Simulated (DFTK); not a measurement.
Runs of DFTK 0.8.2 on Ag. The structure is cubic, space group Fm-3m (No. 225). Conventional cell: a = 4.085 Å, b = 4.085 Å, c = 4.085 Å, α = 90.00°, β = 90.00°, γ = 90.00°. Around Ag (site symmetry m-3m) lie 12 Ag at 2.89 Å. 

```tsv
task	level	potentials or basis	cell	k mesh	cutoff (eV)	valence electrons	kinetic blow-up at the cutoff (BlowupCHV)	most ionic steps	gradient tolerance	SCF solver	mesh quality	gap on the mesh (eV)	pressure (GPa)	V0 of scaled cells (Å³/atom)	relaxed volume (Å³/atom)	B0 (GPa)
relaxation of cell and atoms	PBEsol	SG15 1.2 (PBE)	relaxed	8 × 8 × 8	1415	Ag 19	yes	30	0.0002 Ha/bohr	-	not flagged	none	0.1	-	16.69	-
band structure	PBEsol	cp2k.nc.sr.pbe.v0_1.largecore.gth (PBE, GTH)	as given	11 × 11 × 11	1361	Ag 11	-	-	-	-	not flagged	none	-1.5	-	-	-
band structure	r2SCAN	cp2k.nc.sr.pbe.v0_1.semicore.gth (PBE, GTH)	as given	9 × 9 × 9	1769	Ag 11	-	-	-	ScfAndersonSolver	not flagged	none	-2.6	-	-	-
relaxation of cell and atoms	WC	SG15 1.2 (PBE)	relaxed	8 × 8 × 8	1415	Ag 19	yes	30	0.0002 Ha/bohr	-	not flagged	none	0.0	-	(a)	-
relaxation of cell and atoms	AM05	SG15 1.2 (PBE)	relaxed	8 × 8 × 8	1415	Ag 19	yes	30	0.0002 Ha/bohr	-	not flagged	none	0.1	-	16.69	-
equation of state	PBEsol	dojo.nc.sr.pbesol.v0_4_1.standard.upf (PBEsol)	as given	7 × 7 × 7	1116	Ag 19	-	-	-	-	coarse	-	-	16.60	-	122
relaxation of cell and atoms	r2SCAN	SG15 1.2 (PBE)	relaxed	8 × 8 × 8	1415	Ag 19	yes	30	0.0002 Ha/bohr	-	not flagged	none	0.0	-	(c)	-
relaxation of cell and atoms	RPBE	SG15 1.2 (PBE)	relaxed	8 × 8 × 8	1415	Ag 19	yes	30	0.0002 Ha/bohr	-	not flagged	none	0.1	-	(b)	-
single point	PBEsol	dojo.nc.sr.pbesol.v0_4_1.standard.upf (PBEsol)	cell strained at random at fixed volume	11 × 11 × 11	1116	Ag 19	-	-	-	-	not flagged	none	-2.7	-	-	-
relaxation of cell and atoms	LDA	SG15 1.2 (PBE)	relaxed	8 × 8 × 8	1415	Ag 19	yes	30	0.0002 Ha/bohr	-	not flagged	none	-0.1	-	15.98	-
equation of state	PBEsol	dojo.nc.sr.pbesol.v0_4_1.standard.upf (PBEsol)	as given	11 × 11 × 11	1116	Ag 19	-	-	-	-	not flagged	-	-	16.61	-	121
```

Alike in all rows: no spin polarisation; smearing fermi-dirac 0.05 eV.

Question: Estimate the missing entries.

Answer: (a) 16.78; (b) 18.89; (c) 17.28.

Caveats: some runs use coarse meshes; the potentials were made for another functional, which shifts forces and pressure (some runs); GTH potentials come without recommended cutoffs, and this one wasn't checked for convergence (some runs).

A k mesh can miss the band edges, and the runs leave out spin-orbit coupling on Ag.

A gap of «none» marks a metal or a gap under the smearing width.

Runs at the PBE level aren't shown here.
